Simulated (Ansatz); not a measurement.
**Structure relaxation of In3As**

Theory: DFT PBE, scalar-relativistic, plane waves, PAW (Ansatz 0.2.0). Cutoff 420 eV, Γ-centred k mesh, Gaussian smearing, no spin polarisation in the final step.

This is the end of a relaxation of cell and atoms.

```
In As
1.0
     4.68447    0.00000    0.00000
     0.00000    4.68447    0.00000
     0.00000    0.00000    4.68447
In As
3 1
Direct
  0.00000 0.50000 0.50000
  0.50000 0.00000 0.50000
  0.50000 0.50000 0.00000
  0.00000 0.00000 0.00000
```

Energies over the elements count from the elements' standard structures at the same level, with no empirical corrections.

Task: What space group does it have?

Result: Pm-3m (No. 221). Conventional cell: a = 4.684 Å. In is coordinated by 4 As at 3.31 Å and 8 In at 3.31 Å; As has 12 In at 3.31 Å.

Task: What is its formation energy per atom?

Result: 0.08 eV/atom.

Task: Is it a metal?

Result: Yes, bands cross the Fermi level on the 10×10×10 mesh.

The final run used a 10×10×10 mesh on its 4-atom cell and 0.10 eV smearing. The k mesh leaves about 4 meV/atom of noise in metals.

Cost: 2 runs of about 0.35 core-minutes in all, on Intel Xeon 6975P-C (Granite Rapids) (shared hosts).